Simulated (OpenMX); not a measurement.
KBr:

```
CELL_PARAMETERS angstrom
0.00000 3.30000 3.30000
3.30000 0.00000 3.30000
3.30000 3.30000 0.00000
ATOMIC_POSITIONS crystal
Br 0.50000 0.50000 0.50000
K 0.00000 0.00000 0.00000
```

Base run:

- Program: OpenMX 3.8.5
- Functional: PBE
- Potentials or basis: OpenMX 2013 PBE set, Br7.0-s3p2d1, K10.0-s3p2, grid cutoff 300 Ry
- k mesh: 7 × 7 × 7
- Occupations: fermi-dirac, width 0.05 eV
- Spin: no spin polarisation

Its results: band gap on the k mesh 4.21 eV, direct; pressure 1.9 GPa.

**Question.** The run is repeated on the same cell with these changes: potentials or basis from OpenMX 2013 PBE set, Br7.0-s3p2d1, K10.0-s3p2, grid cutoff 300 Ry to OpenMX 2013 PBE set, Br7.0-s3p2d2, K10.0-s3p2d1, grid cutoff 420 Ry; k mesh from 7 × 7 × 7 to 5 × 5 × 5. What comes out?

**Answer.** Band gap on the k mesh 4.42 eV, direct; pressure 0.8 GPa.

Caveats: the basis of atomic orbitals isn't converged, which shifts pressures, moduli and gaps; an odd mesh through Γ misses points on the zone boundary, where band edges often lie (some runs).

Not every run made on this cell is shown here.
